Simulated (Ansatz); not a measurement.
Methyl methacrylate, C₅H₈O₂. The species carries charge 0 and has multiplicity 1. All single points use the PBE0-D4/def2-TZVP geometry. It is one conformer, not always the lowest.

```xyz
15

C    -1.522   -1.542    0.781
C    -0.871   -0.656    0.033
C    -1.312   -0.226   -1.328
C     0.372   -0.069    0.610
O     0.836   -0.332    1.689
O     0.934    0.813   -0.230
C     2.128    1.422    0.244
H    -2.433   -2.012    0.431
H    -1.146   -1.810    1.761
H    -1.486    0.852   -1.364
H    -0.547   -0.443   -2.077
H    -2.233   -0.738   -1.610
H     1.938    1.972    1.167
H     2.450    2.099   -0.545
H     2.892    0.669    0.437
```

Task: What is the dipole moment at PBE/def2-TZVPP? (Best estimate.)

Result: Computed: 1.94 D, with components (-0.28, 0.77, -1.75) D in this frame, pointing from negative to positive charge.

Task: And with r2SCAN, B3LYP, ωB97M-V? (Estimate.)

Result: The calculation gave: r2SCAN 1.98 D, B3LYP 1.94 D, ωB97M-V 1.91 D.

Task: Give the Mulliken charges with PBE, ωB97M-V, B3LYP in def2-TZVPP. (Best estimate.)

Result: Ansatz gave: 
| atom | PBE | ωB97M-V | B3LYP |
| --- | --- | --- | --- |
| C1 | -0.15 | -0.17 | -0.17 |
| C2 | -0.08 | -0.09 | -0.09 |
| C3 | -0.21 | -0.28 | -0.22 |
| C4 | 0.29 | 0.40 | 0.38 |
| O5 | -0.29 | -0.35 | -0.34 |
| O6 | -0.19 | -0.26 | -0.27 |
| C7 | -0.17 | -0.21 | -0.15 |
| H8 | 0.09 | 0.10 | 0.10 |
| H9 | 0.11 | 0.12 | 0.13 |
| H10 | 0.09 | 0.12 | 0.10 |
| H11 | 0.09 | 0.12 | 0.10 |
| H12 | 0.08 | 0.09 | 0.08 |
| H13 | 0.12 | 0.14 | 0.12 |
| H14 | 0.11 | 0.13 | 0.12 |
| H15 | 0.12 | 0.14 | 0.12 |

B3LYP here is the variant with VWN-RPA as its local correlation; programs differ in this.
